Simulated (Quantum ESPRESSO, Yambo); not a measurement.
# A GW chain in Yambo: AgBr (Fm-3m), part 2 of 3

Wanted: ground state, empty states, screening and self-energy for AgBr (Fm-3m).

Quantum ESPRESSO 7.5 and Yambo 5.3.0; PBE and many-body steps on it, plane waves. Known limits of the many-body steps: not at the basis limit; d shell near the gap, gap tends to lie low; no spin-orbit coupling; coarse k mesh.

So far. Step 2 (Ground state): The gap is indirect, with the least direct gap 1.93 eV higher. Step 3 (Bands along the symmetry lines): The gap is 0.672 eV, as in the run before at this level.

The database entry behind the starting cell differs from later determinations by our own check (about 0.6 % short of the room-temperature cell), so it need not match the best structure at ambient conditions.

## Step 4: Empty states on the mesh, 4×4×4 mesh, 575 bands

Level of this step: DFT, PBE, plane waves, norm-conserving pseudopotentials (Quantum ESPRESSO).

The sums over transitions need many empty states on a uniform mesh; this step solves for them.

Contents of pw.in:

```
&control
  calculation = 'nscf'
  prefix = 'x'
  outdir = 'o'
  pseudo_dir = 'pseudo'
/
&system
  ibrav = 0
  nat = 2
  ntyp = 2
  ecutwfc = 76.0
  nbnd = 575
  force_symmorphic = .true.
/
&electrons
  conv_thr = 1e-9
  electron_maxstep = 80
  diago_full_acc = .true.
  diago_thr_init = 5e-6
/
ATOMIC_SPECIES
  Ag 107.87 Ag.upf
  Br 79.904 Br.upf
CELL_PARAMETERS angstrom
  -0.0000000000 2.8701500000 2.8701500000
  2.8701500000 0.0000000000 2.8701500000
  2.8701500000 2.8701500000 0.0000000000
ATOMIC_POSITIONS crystal
  Ag 0.0000000000 0.0000000000 0.0000000000
  Br 0.5000000000 0.5000000000 0.5000000000
K_POINTS automatic
  4 4 4 0 0 0
```

On the command line:

```
> OMP_NUM_THREADS=1 mpirun -n 4 pw.x -nk 4 -in pw.in > pw.out
```

The log of the run:

```text
[banner, memory and clock lines left out]
Program PWSCF v.7.5 starts

     Atomic positions and unit cell read from directory:
     o/x.save/

     Message from routine setup:
     using ibrav=0 with symmetry is DISCOURAGED, use correct ibrav instead

     G-vector sticks info

     bravais-lattice index     =            0
     lattice parameter (alat)  =       7.6704  a.u.
     unit-cell volume          =     319.1100 (a.u.)^3
     number of atoms/cell      =            2
     number of atomic types    =            2
     number of electrons       =        36.00
     number of Kohn-Sham states=          575
     kinetic-energy cutoff     =      76.0000  Ry
     charge density cutoff     =     304.0000  Ry
     Exchange-correlation= PBE
                           (   1   4   3   4   0   0   0)

     celldm(1)=   7.670408  celldm(2)=   0.000000  celldm(3)=   0.000000
     celldm(4)=   0.000000  celldm(5)=   0.000000  celldm(6)=   0.000000

     crystal axes: (cart. coord. in units of alat)
               a(1) = (  -0.000000   0.707107   0.707107 )
               a(2) = (   0.707107   0.000000   0.707107 )
               a(3) = (   0.707107   0.707107   0.000000 )

     reciprocal axes: (cart. coord. in units 2 pi/alat)
               b(1) = ( -0.707107  0.707107  0.707107 )
               b(2) = (  0.707107 -0.707107  0.707107 )
               b(3) = (  0.707107  0.707107 -0.707107 )
     Pseudo is Norm-conserving + core correction, Zval = 19.0
     Generated using ONCVPSP code by D. R. Hamann
     Using radial grid of 1538 points,  6 beta functions with:
     Pseudo is Norm-conserving + core correction, Zval = 17.0
     Generated using ONCVPSP code by D. R. Hamann
     Using radial grid of 1098 points,  6 beta functions with:
     Ag               19.00   107.87000     Ag( 1.00)
     Br               17.00    79.90400     Br( 1.00)

     48 Sym. Ops., with inversion, found

   Cartesian axes

     site n.     atom                  positions (alat units)
         1        Ag     tau(   1) = (   0.0000000   0.0000000   0.0000000  )
         2        Br     tau(   2) = (   0.7071068   0.7071068   0.7071068  )

     number of k points=     8
                       cart. coord. in units 2pi/alat
        k(    1) = (   0.0000000   0.0000000   0.0000000), wk =   0.0312500
        k(    2) = (   0.1767767   0.1767767  -0.1767767), wk =   0.2500000
        k(    3) = (  -0.3535534  -0.3535534   0.3535534), wk =   0.1250000
[...]
k(    7) = (  -0.7071068   0.0000000   0.0000000), wk =   0.0937500
        k(    8) = (  -0.7071068   0.3535534   0.0000000), wk =   0.1875000

     Dense  grid:    28571 G-vectors     FFT dimensions: (  45,  45,  45)

     The potential is recalculated from file :
     o/x.save/charge-density

     Starting wfcs are   19 randomized atomic wfcs +  556 random wfcs

     Band Structure Calculation

     End of band structure calculation

          k = 0.0000 0.0000 0.0000 (  3527 PWs)   bands (ev):

   -80.4270 -50.9589 -50.9589 -50.9585 -50.9585 -50.9585 -43.9487 -43.9487
   -43.9487  -5.3666   6.9216   6.9216   6.9216   6.9226   6.9226   7.7856
     7.7856   7.7856  10.3900  19.6462  19.6462  19.6462  20.8980  21.5270
[...]
[... 60 further rows ...]
[...]
302.1635 302.1654 302.1707 302.1707 302.1718 302.2068 302.2071

          k = 0.1768 0.1768-0.1768 (  3590 PWs)   bands (ev):

[...]
[... 60 further rows ...]
[...]
296.6467 297.1484 297.1484 297.1964 297.7159 299.7101 299.7101

          k =-0.3536-0.3536 0.3536 (  3582 PWs)   bands (ev):

[...]
66.8888  67.6590  68.1242  68.7896  69.2319  69.2319  71.0270  71.0270
     [... 60 further rows ...]
   294.1846 294.1846 294.1881 294.2846 294.3067 296.5508 296.5508 296.7167
   296.7171 296.8487 296.8487 296.8626 296.8626 297.9692 298.1698

          k = 0.3536 0.0000 0.0000 (  3591 PWs)   bands (ev):

     [... further k-points ...]

     highest occupied, lowest unoccupied level (ev):     9.7176   10.3900

     XML data file, pseudopotentials, collected wavefunctions
```

It took 1.7 min on 4 MPI ranks of Arm Neoverse V1, shared host; peak memory 1.1 GiB; 7 min of CPU time.

This step gave:

```yaml
gap: 0.6724 eV
k_of_the_valence_top: 0, 0, -0.5
k_of_the_conduction_bottom: 0, 0, 0
least_direct_gap: 2.604 eV
k_points_computed: 8
lowest_point_of_the_top_converged_band_above_the_valence_top: 287.3112 eV
```

On this mesh the gap is 0.672 eV.

## Step 5: Conversion and set-up

This step: Yambo 5.3.0; conversion and set-up on PBE, plane waves, norm-conserving pseudopotentials.

The states are converted to the many-body program's format and the q mesh is built.

On the command line:

```
> (cd o/x.save; p2y > p2y.log; mv SAVE ../..); yambo > setup.log
```

The log of the run:

```text
 Yambo, version 5.3.0

 [02] CORE Variables Setup
 =========================

  [02.01] Unit cells
  ==================

  Cell kind             :  FCC
  Atoms in the cell     :  Ag  Br
  number of Ag atoms    :  1
  number of Br atoms    :  1

  List of atomic masses
  Mass of Ag    :  107.8700
  Mass of Br    :  79.90400

  List of atomic coordinates    : [cc]
  Ag1       :  0.000000  0.000000  0.000000  order 1
  Br1       :  5.423797  5.423797  5.423797  order 2

  Alat factors          :  5.423797  5.423797  5.423797 [a.u.]
  Direct lattice volume :  319.1100 [a.u.]
  Direct lattice vectors:  A[ 1 ]  A[ 2 ]  A[ 3 ]
   A[ 1 ]: -0.000000  1.000000  1.000000  [iru]
  -0.000000  5.423797  5.423797  [cc]
   A[ 2 ]:  1.000000  0.000000  1.000000  [iru]
   5.423797  0.000000  5.423797  [cc]
   A[ 3 ]:  1.000000  1.000000  0.000000  [iru]
   5.423797  5.423797  0.000000  [cc]

  Recip. lattice volume :  0.777319 [a.u.]
  Recip. lattice vectors:  B[ 1 ]  B[ 2 ]  B[ 3 ]
   B[ 1 ]: -0.500000  0.500000  0.500000  [iku]
  -0.579224  0.579224  0.579224  [cc]
   B[ 2 ]:  0.500000 -0.500000  0.500000  [iku]
   0.579224 -0.579224  0.579224  [cc]
   B[ 3 ]:  0.500000  0.500000 -0.500000  [iku]
   0.579224  0.579224 -0.579224  [cc]

  [02.02] Symmetries
  ==================

  Inversion symmetry    : yes
  Spatial inversion     : yes
  Inversion index       :  25
  K-space Time-reversal : no
  Magnetic symmetries   : no
  Group table correct   : yes
  Symmetries units      :  [cc]

   [S  1]:   1.0000     -0.32899E-17 -0.32899E-17 -0.32899E-17   1.0000      0.32899E-17  0.32899E-17  0.32899E-17   1.0000
   [S  2]:  -1.0000      0.32899E-17 -0.32899E-17  0.32899E-17  -1.0000      0.32899E-17 -0.32899E-17 -0.32899E-17   1.0000
   [S  3]:  -1.0000     -0.32899E-17  0.32899E-17  0.32899E-17   1.0000     -0.32899E-17 -0.32899E-17  0.32899E-17  -1.0000
[...]
[... 36 further rows ...]
   [S 47]: -0.32899E-17   1.0000      0.32899E-17  0.32899E-17 -0.32899E-17  -1.0000       1.0000      0.32899E-17 -0.32899E-17
   [S 48]: -0.32899E-17  -1.0000     -0.32899E-17  0.32899E-17  0.32899E-17   1.0000       1.0000     -0.32899E-17  0.32899E-17

  [02.03] Reciprocal space
  ========================

  nG shells         :  304
  nG charge         :  28571
  nG WFs            :   4433
  nC WFs            :   3591
  G-vecs. in first 30 shells:  [ Number ]
     1    9   15   27   51   59   65   89  113
    137   169   181   229   259   283   307   331   339
    387   411   459   531   537   561   609   645   701
    725   749   821
  ...
  Shell energy in first 30 shells:  [ mHa ]
    0.00000      503.250      671.000      1342.00      1845.25      2013.00      2684.00      3187.25      3355.00
    4026.00      4529.25      5368.00      5871.25      6039.00      6710.00      7213.25      7381.01      8052.01
[...]
BZ  K-points                                      :   64

  K/Q-points units:
  rlu = crystal or reduced units; cc = cartesian coordinates; iku = interal k-units

  K [1]          [rlu]:  0.000000  0.000000  0.000000
         WF components:   3527
  K [2]          [rlu]: -0.51475E-17 -0.51475E-17  0.25000
         WF components:   3590
  K [3]          [rlu]:  0.10295E-16  0.10295E-16 -0.50000
         WF components:   3582
  K [4]          [rlu]: -0.11010E-17  0.25000      0.25000
         WF components:   3591
  K [5]          [rlu]:  0.19239E-16  0.25000     -0.50000
         WF components:   3570
  [... 2 further k-points ...]
  K [8]          [rlu]:  0.250000 -0.500000 -0.250000
         WF components:   3552

  [02.05] Energies & Occupations
  ==============================

  [X] === General ===
  [X] Electronic Temperature                        :  0.000000  0.000000 [eV K]
  [X] Bosonic    Temperature                        :  0.000000  0.000000 [eV K]
  [X] Finite Temperature mode                       : no
  [X] El. density                                   :  0.76131E+24 [cm-3]
  [X] Fermi Level                                   :  9.717580 [eV]

  [X] === Gaps and Widths ===
  [X] Conduction Band Min                           :  0.672400 [eV]
  [X] Valence Band Max                              :  0.000000 [eV]
  [X] Filled Bands                                  :  18
  [X] Empty Bands                                   :    19   575
  [X] Direct Gap                                    :  2.604421 [eV]
  [X] Direct Gap localized at k                     :  1
  [X] Indirect Gap                                  :  0.672400 [eV]
  [X] Indirect Gap between kpts                     :  3  1
  [X] Last valence band width                       :  2.284116 [eV]
  [X] 1st conduction band width                     :  4.310293 [eV]

  E @ K [1]:  [eV]
  -90.14462 -60.67651 -60.67651 -60.67605 -60.67605 -60.67605 -53.66629 -53.66629
  -53.66629 -15.08413  -2.79598  -2.79598  -2.79598  -2.79495  -2.79495  -1.93202
   -1.93202  -1.93202   0.67240   9.92860   9.92860   9.92860  11.18041  11.80938
[...]
occ @ K [1]
[...]
E @ K [2]:  [eV]
[...]
occ @ K [2]
[...]
E @ K [3]:  [eV]
[...]
occ @ K [3]
[...]
E @ K [4]:  [eV]
[...]
occ @ K [4]
[...]
E @ K [5]:  [eV]
[...]
occ @ K [5]
[...]
[... 2 further k-points ...]
  E @ K [8]:  [eV]
[...]
occ @ K [8]
[...]
0.000000  0.000000  0.000000  0.000000  0.000000  0.000000  0.000000  0.000000
   0.000000  0.000000  0.000000  0.000000  0.000000  0.000000  0.000000  0.000000

 [03] Transferred momenta grid and indexing
 ==========================================

 IBZ Q-points                                      :   8
 BZ  Q-points                                      :   64

 K/Q-points units:
 rlu = crystal or reduced units; cc = cartesian coordinates; iku = interal k-units

 Q [1]          [rlu]:  0.000000  0.000000  0.000000
 Q [2]          [rlu]:  0.11377E-17  0.11377E-17  0.25000
 Q [3]          [rlu]: -0.22755E-17 -0.22755E-17 -0.50000
[...]
Q [7]          [rlu]:  0.22019E-17 -0.50000     -0.50000
 Q [8]          [rlu]:  0.250000 -0.500000 -0.250000

  [03.01] X indexes
  =================

   [03.01.01] Sigma indexes
   ========================

 [06] Game Over & Game summary
```

Wall time 2.7 s (1 MPI rank); peak memory 0.25 GiB.

(Part 2 of 3 ends here.)

[Paths, hosts, dates, memory and timing lines, banners, echoed tables and standing remarks are left out of the program output.]

[Logs are printed without paths, hosts, clocks, repeated set-up lines and the standing remarks that a program may print on its own settings, such as how far it seeks lower states.]

[Runs of the session that timed out or met a known fault of the program may be left out.]

[Hosts, paths, dates, database ids (printed as entryN), source tags and the programs' standing remarks are cut or masked in the printed files.]
